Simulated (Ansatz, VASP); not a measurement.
**One calculation of Zr, two programs**

```
CELL_PARAMETERS angstrom
5.03878 0.00000 0.00000
-2.51939 4.36372 0.00000
0.00000 0.00000 3.15833
ATOMIC_POSITIONS crystal
Zr 0.66667 0.33333 0.50000
Zr 0.33333 0.66667 0.50000
Zr 0.00000 0.00000 0.00000
```

Alike in both runs: functional r2SCAN; k mesh 12 × 12 × 14; occupations gaussian, width 0.1 eV; no spin polarisation.

Ansatz relaxed the structure, and its values are those at the end. VASP's run is a single point on that final structure, the one shown.

|  | VASP | Ansatz |
| --- | --- | --- |
| version | VASP 6.6.1 | Ansatz 0.2.0 |
| potentials or method | VASP PAW PBE potentials, release 64 (Zr_sv) | scalar-relativistic, plane waves, PAW |
| plane-wave cutoff (eV) | 520 | 500 |
| valence electrons in the cell | 36 | 36 |

```csv
,VASP,Ansatz,Ansatz less VASP
gap on the k mesh at the Fermi level (eV),none,none,-
pressure (GPa),0.0,0.0,-0.01
```

A gap of «none» marks a metal or a gap that the smearing closes. With one functional, cell and mesh, what is left measures potentials, basis and numerics.

Caveats: the PAW data sets were made with another functional, which shifts forces and pressure a little (VASP).
